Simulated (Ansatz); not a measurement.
# Changed inputs in constrained RPA: CuF3 (honeycomb trihalide sheet)

What does U in CuF3 (honeycomb trihalide sheet) depend on besides the window?

Calculated with Ansatz 0.2.0; constrained RPA on PBEsol, plane waves, PAW.

### 1. Starting point

The cell holds 8 atoms: 2 Cu and 6 F. Its edges and angles: a = 5.159 Å, b = 5.159 Å, c = 28.291 Å, α = 90.0°, β = 90.0°, γ = 120.0°. Vacuum lies along c.

The structure was relaxed with PBEsol. The structure was generated from a model, not taken from a measurement. The runs that relaxed it are not among those shown. The program's search for lower electronic states was switched off, so nothing shows that the state found is the lowest. The default PAW set here is soft_2. Its files were made with PBE. The Coulomb interaction is cut off across the vacuum.

### 2. Base: Cu eg, bands v2 to c2, 6×6×1 mesh, medium accuracy

Constrained RPA screens the interaction with every transition except those inside the target bands, which a later many-body model would treat itself.

The input, input.yaml:

```yaml
crystal:
  lattice:
    - [4.21212912, -2.10606456, 2.10606456]
    - [-2.10606456, -2.10606456, -4.21212912]
    - [16.33393194, 16.33393194, -16.33393194]
  atoms:
    - { symbol: Cu, position: [0.3333333333, 0.6666666667, 0.3224606945] }
    - { symbol: Cu, position: [0.6666666667, 0.3333333333, 0.3224606945] }
    - { symbol: F, position: [0.3745621811, 0.0, 0.3573881468] }
    - { symbol: F, position: [0.0, 0.3745621811, 0.3573881468] }
    - { symbol: F, position: [0.6254378189, 0.6254378189, 0.3573881468] }
    - { symbol: F, position: [0.6254378189, 0.0, 0.2875332421] }
    - { symbol: F, position: [0.0, 0.6254378189, 0.2875332421] }
    - { symbol: F, position: [0.3745621811, 0.3745621811, 0.2875332421] }
  periodic: [true, true, false]
kpoints:
  mp_grid: { grid: [6, 6, 1] }
hamiltonian:
  xc: pbesol
scf:
  occupations: { method: gaussian, width: 0.08 }
  n_extra_bands: 24
  max_iter: 150
  lower_state_search: "off"
output:
  crpa:
    kmesh: [6, 6, 1]
    target_bands: [v2, c2]
    projections: [{ species: Cu, l: d, shell: 3, orbitals: [dz2, dx2-y2] }]
  local_orbitals:
    kmesh: [12, 12, 1]
    orbitals: [{ species: Cu, l: d, shell: 3, orbitals: [dz2, dx2-y2] }]
    window: { bands: [v2, c2] }
    seedname: lo
```

Launch:

```bash
> ansatz run input.yaml --threads 4 --pin off --max-ram 14745MiB --backend cpu --events-out ev --progress --plain --runs-dir out
```

Numbers of over 12 decimals in the logs are rounded to 6 here.

Output:

```text
scf.n_extra_bands = 24 over 40 filled bands (N_el = 80.0): the run solves 64 bands
Engine: ansatz 0.2.0, aarch64-unknown-linux-gnu
Pseudopotentials: kind: paw
Pseudopotential: Cu, paw, valence charge 19, recommended cutoff 420 eV (normal), Cu.paw.azcp
Pseudopotential: F, paw, valence charge 7, recommended cutoff 420 eV (normal), F.paw.azcp
Functional definition: PBEsol
  exchange = pbesol_x
  correlation = pbesol_c
Crystal: 8 atoms, lattice volume = 652.044 Å³
Basis set: ecut = 420 eV, 12773 PW (Γ)
Bands: 64, of which v1, the nominal top of the filled ones, is band 40 counted from 1 (39 counted from 0)
Symmetry: 12 space group operations
Space group: P-31m (ITA 162), of the structure as read, at distance tolerance 8.7e-5 Å
k-points: 7 of 36
Non-local potential: Cu, projectors of the file, l = 0: 3, l = 1: 2, l = 2: 3, l = 3: 1
Non-local potential: F, projectors of the file, l = 0: 2, l = 1: 2, l = 2: 1
PAW form: soft (Blöchl's): semilocal exchange-correlation on the pseudo side does not see the compensation charge
PAW frozen core: Cu, regenerated for the run's functional, and the local potential with it (the file was generated under x = pbe(κ = 0.804, μ = 0.219515), c = pbe(β = 0.066725))
PAW frozen core: F, regenerated for the run's functional, and the local potential with it (the file was generated under x = pbe(κ = 0.804, μ = 0.219515), c = pbe(β = 0.066725))
PAW one-centre angular grid: Cu, 590 points (default); XC on 64 Gauss nodes
PAW one-centre angular grid: F, 110 points (default); XC on 64 Gauss nodes
Initial density: superposition of atomic densities (neutral atoms: chi_scale 0, normalization atom), corrected by the library's trained network
Initial wavefunctions: pseudopotential atomic-orbital guess
Functional: x = pbesol(κ = 0.804, μ = 0.123457), c = pbesol(β = 0.046)
SCF iter   1: F=—  HF=-17973.182427 eV  |F-HF|=—  |Δ(HF+E_count)|=         —  Δρ=9.07e-3  dr2=1.82e-1  ethr=1.77e-3  ⟨swp⟩=7.7  Hψ=2324  notcnv=0  defer=85
preconditioner: auto → LDOS  [insulator: Δε(μ)=0.122 eV  Ē_g=17.232 eV  σ=0.080 eV  W_gap=0.59  n_scr=82 (ndim 8)  ℏωp=11.6 eV  f_vac=0.838  D(μ)=4.32/eV (n_scr^D=8)  ε∞_Penn≈1.5  β→1.0]
SCF iter   2: F=—  HF=-17973.177127 eV  |F-HF|=—  |Δ(HF+E_count)|=   5.30e-3  Δρ=6.47e-3  dr2=1.26e-1  ethr=2.27e-4  ⟨swp⟩=2.9  Hψ=914  notcnv=0  defer=115
SCF iter   3: F=—  HF=-17973.125684 eV  |F-HF|=—  |Δ(HF+E_count)|=   5.14e-2  Δρ=2.41e-3  dr2=2.37e-2  ethr=1.57e-4  ⟨swp⟩=2.9  Hψ=735  notcnv=0  defer=115
SCF iter   4: F=—  HF=-17973.121309 eV  |F-HF|=—  |Δ(HF+E_count)|=   4.38e-3  Δρ=1.61e-3  dr2=1.14e-2  ethr=2.96e-5  ⟨swp⟩=2.0  Hψ=525  notcnv=0  defer=115
SCF iter   5: F=—  HF=-17973.119403 eV  |F-HF|=—  |Δ(HF+E_count)|=   1.91e-3  Δρ=7.99e-4  dr2=3.29e-3  ethr=1.43e-5  ⟨swp⟩=2.1  Hψ=519  notcnv=0  defer=115
[...]
cRPA screening: q 2/36
cRPA screening: q 6/36 (q-point 3)
cRPA screening: q 10/36 (q-point 4)
cRPA screening: q 12/36 (q-point 8)
cRPA screening: q 14/36 (q-point 9)
cRPA screening: q 18/36 (q-point 10)
cRPA screening: q 22/36 (q-point 11)
cRPA screening: q 26/36 (q-point 12)
cRPA screening: q 28/36 (q-point 15)
cRPA screening: q 30/36 (q-point 16)
cRPA screening: q 34/36 (q-point 17)
cRPA screening: q 36/36 (q-point 22)
SCF converged after 8 iterations
Free energy (F): -17973.120992 eV
Harris-Foulkes:  -17973.120991 eV  (|F-HF|=1.58e-7)
Internal energy: -17973.101197 eV  (E = F + TS)
E sigma→0 (E₀):  -17973.111094 eV
Entropy (-TS):   -0.019794 eV (-2.474 meV/atom)
Fermi energy:    -8.800517 eV
--- Per-component energies (eV) ---
  E_band       = -2414.219420
  E_kinetic    = 1813.920281
  E_local      = -168998.315549  (includes V_loc(G=0)·N_el)
  E_nonlocal   = 1202.483191
  E_hartree    = 82817.825760
  E_xc         = -642.998801
  E_vxc        = -830.070080  (∫ρ·V_xc dr)
  E_paw        = -4384.434270  (= ΣΔE_a)
  E_vpaw       = -1237.888774  (= ΣTr[D̂ρ^β])
  E_aug_tail   = 0.012419  (compensation charges beyond the density's cutoff)
  E_ewald      = 70217.738711
  E_core_change = 0.667060  (= ΣΔE_core)
  E_smearing   = -0.019794  (= −TS)
  E_closure    = -0.000000  (closes the sum)
  Σ components = -17973.120992   (vs F -17973.120992, Δ=0.00e0)
--- Band table (eV; the first three rows and the last of 7) ---
  k-point 0: bands = [... 36 lower, -10.0912, -10.0912, -8.8912, -8.8912, -8.4815, -8.4815, -2.1528, -0.4844, ... 20 higher]
  k-point 1: bands = [... 36 lower, -10.0014, -9.9892, -8.9056, -8.8979, -8.5489, -8.4746, -1.8377, -0.2708, ... 20 higher]
  k-point 2: bands = [... 36 lower, -9.9761, -9.8530, -8.9440, -8.9324, -8.6326, -8.4665, -0.9966, 0.3505, ... 20 higher]
  k-point 6: bands = [... 36 lower, -10.0290, -9.9068, -9.0189, -8.8224, -8.8224, -8.3720, 0.5924, 0.5924, ... 20 higher]
  the weakly bound empty levels are not read free of the cell's end (no_gap_told)
--- cRPA (band scheme, projected local orbitals): target bands 39..42 (1-based), 4 Wannier function(s), 6×6×1 mesh, 84 bands' worth read of 89 solved, ecut_chi 136.0 eV, v(q+G=0) probe_charge, pair densities all_electron ---
  χ-basis size per q: N_G = 2317..2397
  window electrons = 4.0000, filled by tetrahedron_uncorrected; constrained ε̄⁻¹(q = 0, 0) head = 0.768889; min gauge Gram eig = 0.3881
  Kanamori averages over each shell's own Wannier functions (sites counted from 0, functions from 1):
  Each shell's averages of U are screened by what lies outside the whole window alone: parameters of one model of all the shells.
    Site 0, 3D, 2 of 5 d orbitals (Wannier functions 1, 2; wannier90's mr 1, 4):
      screened: U = 4.3319 eV, U' = 3.4969 eV, J = 0.4175 eV
      screened, to within: U = 9.9e-3 eV, U' = 9.9e-3 eV, J = 5.6e-4 eV
      bare: V = 14.2658 eV, V' = 12.6753 eV, J = 0.7953 eV
    Site 1, 3D, 2 of 5 d orbitals (Wannier functions 3, 4; wannier90's mr 1, 4):
      screened: U = 4.3319 eV, U' = 3.4969 eV, J = 0.4175 eV
      screened, to within: U = 9.9e-3 eV, U' = 9.9e-3 eV, J = 5.6e-4 eV
      bare: V = 14.2658 eV, V' = 12.6753 eV, J = 0.7953 eV
  Hermiticity witness max|P − P†| over intra, direct and exchange elements: 8.88e-15 eV (screened), 3.15e-17 eV (bare)
  Reality witness max|Im| over intra, direct and exchange elements: 2.60e-16 eV (screened), 5.22e-16 eV (bare)
```

It took 18 min on 4 threads of Arm Neoverse V1, shared host; peak memory 4 GiB.

In the SCF lines HF is the Harris–Foulkes energy and dr2 the Hartree energy of the density residual, in eV; the loop may stop once dr2 is under the threshold and the program's other checks hold. Hψ counts applications of the Hamiltonian.

Numbers from this step:

```
U                                                 : 4.332 eV
U prime (inter-orbital)                           : 3.497 eV
J                                                 : 0.4175 eV
bare V                                            : 14.27 eV
bare J                                            : 0.7953 eV
stated bound on U                                 : 0.009851 eV
U over bare V                                     : 0.3037
electrons in the window                           : 4.000
head of the constrained inverse dielectric matrix : 0.7689
least eigenvalue of the projection's overlap      : 0.3881
target functions                                  : 4
bands in the sums                                 : 84
r.m.s. miss of the model bands                    : 9.69e-6 eV
width of the target bands                         : 0.6469 eV
weight of the projected orbitals in the window    : 0.4555
```

On the Cu eg shell, screening brings the on-site interaction from 14.3 eV down to U = 4.33 eV.

### 3. Changed: 3×3×1 mesh

Edit input.yaml of step 2 so:

```diff
@@ -26,9 +26,4 @@
   crpa:
-    kmesh: [6, 6, 1]
+    kmesh: [3, 3, 1]
     target_bands: [v2, c2]
     projections: [{ species: Cu, l: d, shell: 3, orbitals: [dz2, dx2-y2] }]
-  local_orbitals:
-    kmesh: [12, 12, 1]
-    orbitals: [{ species: Cu, l: d, shell: 3, orbitals: [dz2, dx2-y2] }]
-    window: { bands: [v2, c2] }
-    seedname: lo
```

Output:

```text
[...]
Crystal: 8 atoms, lattice volume = 652.044 Å³
Basis set: ecut = 420 eV, 12773 PW (Γ)
Bands: 64, of which v1, the nominal top of the filled ones, is band 40 counted from 1 (39 counted from 0)
Symmetry: 12 space group operations
[...]
k-points: 7 of 36
[...]
SCF iter   1: F=—  HF=-17973.182427 eV  |F-HF|=—  |Δ(HF+E_count)|=         —  Δρ=9.07e-3  dr2=1.82e-1  ethr=1.77e-3  ⟨swp⟩=7.7  Hψ=2324  notcnv=0  defer=85
[...]
SCF iter   8: F=-17973.120992 eV  HF=-17973.120991 eV  |F-HF|=1.58e-7  |Δ(HF+E_count)|=   4.18e-5  Δρ=2.63e-6  dr2=2.81e-8  ethr=1.25e-10  ⟨swp⟩=28.4  Hψ=4192  notcnv=0
SCF 1 converged in 8 iterations: F = -17973.120992 eV  dr2 = 2.81e-8
[...]
NSCF: frozen V_eff on 3 k-points
[...]
cRPA screening: q 1/9
cRPA screening: q 2/9
cRPA screening: q 6/9 (q-point 5)
cRPA screening: q 8/9 (q-point 6)
SCF converged after 8 iterations
[...]
k-point 1: bands = [... 36 lower, -10.0014, -9.9892, -8.9056, -8.8979, -8.5489, -8.4746, -1.8377, -0.2708, ... 20 higher]
  k-point 2: bands = [... 36 lower, -9.9761, -9.8530, -8.9440, -8.9324, -8.6326, -8.4665, -0.9966, 0.3505, ... 20 higher]
  k-point 6: bands = [... 36 lower, -10.0290, -9.9068, -9.0189, -8.8224, -8.8224, -8.3720, 0.5924, 0.5924, ... 20 higher]
  the weakly bound empty levels are not read free of the cell's end (no_gap_told)
[...]
χ-basis size per q: N_G = 2344..2397
[...]
Site 0, 3D, 2 of 5 d orbitals (Wannier functions 1, 2; wannier90's mr 1, 4):
      screened: U = 4.3661 eV, U' = 3.5322 eV, J = 0.4169 eV
      screened, to within: U = 1.2e-2 eV, U' = 1.2e-2 eV, J = 6.7e-4 eV
      bare: V = 14.3024 eV, V' = 12.7123 eV, J = 0.7950 eV
    Site 1, 3D, 2 of 5 d orbitals (Wannier functions 3, 4; wannier90's mr 1, 4):
      screened: U = 4.3661 eV, U' = 3.5322 eV, J = 0.4169 eV
      screened, to within: U = 1.2e-2 eV, U' = 1.2e-2 eV, J = 6.7e-4 eV
      bare: V = 14.3024 eV, V' = 12.7123 eV, J = 0.7950 eV
[...]
[key lines of the parts left out:]
Free energy (F): -17973.120992 eV
Fermi energy:    -8.800517 eV
```

It took 3.6 min on 4 threads; peak memory 3.2 GiB; 14 min of CPU time.

Numbers from this step:

| Item | Value |
| --- | --- |
| U | 4.366 eV |
| U prime (inter-orbital) | 3.532 eV |
| J | 0.4169 eV |
| bare V | 14.30 eV |
| bare J | 0.7950 eV |
| stated bound on U | 0.01114 eV |
| U over bare V | 0.3053 |
| electrons in the window | 4.000 |
| head of the constrained inverse dielectric matrix | 0.7384 |
| least eigenvalue of the projection's overlap | 0.3881 |
| target functions | 4 |
| bands in the sums | 84 |
| width of the target bands | 0.6469 eV |
| weight of the projected orbitals in the window | 0.4555 |

On the Cu eg shell, screening brings the on-site interaction from 14.3 eV down to U = 4.37 eV.

### 4. Changed: sums over states

Edit input.yaml of step 3 so:

```diff
@@ -26,4 +26,7 @@
   crpa:
-    kmesh: [3, 3, 1]
+    kmesh: [6, 6, 1]
     target_bands: [v2, c2]
     projections: [{ species: Cu, l: d, shell: 3, orbitals: [dz2, dx2-y2] }]
+    accuracy: sum_over_states
+    n_empty_bands: 80
+    ecut_chi: 250
```

Output:

```text
[...]
Crystal: 8 atoms, lattice volume = 652.044 Å³
Basis set: ecut = 420 eV, 12773 PW (Γ)
Bands: 64, of which v1, the nominal top of the filled ones, is band 40 counted from 1 (39 counted from 0)
Symmetry: 12 space group operations
[...]
k-points: 7 of 36
[...]
Site 0, 3D, 2 of 5 d orbitals (Wannier functions 1, 2; wannier90's mr 1, 4):
      screened: U = 4.5699 eV, U' = 3.6331 eV, J = 0.4684 eV
      bare: V = 14.2658 eV, V' = 12.6753 eV, J = 0.7953 eV
    Site 1, 3D, 2 of 5 d orbitals (Wannier functions 3, 4; wannier90's mr 1, 4):
      screened: U = 4.5699 eV, U' = 3.6331 eV, J = 0.4684 eV
      bare: V = 14.2658 eV, V' = 12.6753 eV, J = 0.7953 eV
[...]
[key lines of the parts left out:]
SCF converged after 8 iterations
Free energy (F): -17973.120992 eV
Fermi energy:    -8.800517 eV
```

It took 11 min on 4 threads; peak memory 3.5 GiB; 43 min of CPU time.

This variant gives U = 4.57 eV against 4.33 eV. It is a finite sum over empty states with no bound on its error and stays out of the table below.

### 5. Changed: accuracy high

Edit input.yaml of step 4 so:

```diff
@@ -29,4 +29,2 @@
     projections: [{ species: Cu, l: d, shell: 3, orbitals: [dz2, dx2-y2] }]
-    accuracy: sum_over_states
-    n_empty_bands: 80
-    ecut_chi: 250
+    accuracy: high
```

Output:

```text
[...]
Crystal: 8 atoms, lattice volume = 652.044 Å³
Basis set: ecut = 420 eV, 12773 PW (Γ)
Bands: 64, of which v1, the nominal top of the filled ones, is band 40 counted from 1 (39 counted from 0)
Symmetry: 12 space group operations
[...]
k-points: 7 of 36
[...]
screened: U = 4.3330 eV, U' = 3.4979 eV, J = 0.4176 eV
      screened, to within: U = 1.4e-3 eV, U' = 1.4e-3 eV, J = 5.7e-5 eV
      bare: V = 14.2658 eV, V' = 12.6753 eV, J = 0.7953 eV
    Site 1, 3D, 2 of 5 d orbitals (Wannier functions 3, 4; wannier90's mr 1, 4):
      screened: U = 4.3330 eV, U' = 3.4979 eV, J = 0.4176 eV
      screened, to within: U = 1.4e-3 eV, U' = 1.4e-3 eV, J = 5.7e-5 eV
      bare: V = 14.2658 eV, V' = 12.6753 eV, J = 0.7953 eV
[...]
[key lines of the parts left out:]
SCF converged after 8 iterations
Free energy (F): -17973.120992 eV
Fermi energy:    -8.800517 eV
```

Wall time 24 min (4 threads); peak memory 4 GiB; 1.6 h of CPU time.

Numbers from this step:

```
U                                                 : 4.333 eV
U prime (inter-orbital)                           : 3.498 eV
J                                                 : 0.4176 eV
bare V                                            : 14.27 eV
bare J                                            : 0.7953 eV
stated bound on U                                 : 0.001396 eV
U over bare V                                     : 0.3037
electrons in the window                           : 4.000
head of the constrained inverse dielectric matrix : 0.7689
least eigenvalue of the projection's overlap      : 0.3881
target functions                                  : 4
bands in the sums                                 : 84
width of the target bands                         : 0.6469 eV
weight of the projected orbitals in the window    : 0.4555
```

On the Cu eg shell, screening brings the on-site interaction from 14.3 eV down to U = 4.33 eV.

[end of part 1 of 2]

[Paths, hosts, dates, memory and timing lines, banners, echoed tables and standing remarks are left out of the program output.]

[Logs are printed without paths, hosts, clocks, repeated set-up lines and the standing remarks that a program may print on its own settings, such as how far it seeks lower states.]

[Runs of the session that timed out or met a known fault of the program may be left out.]

[Hosts, paths, dates, database ids (printed as entryN), source tags and the programs' standing remarks are cut or masked in the printed files.]
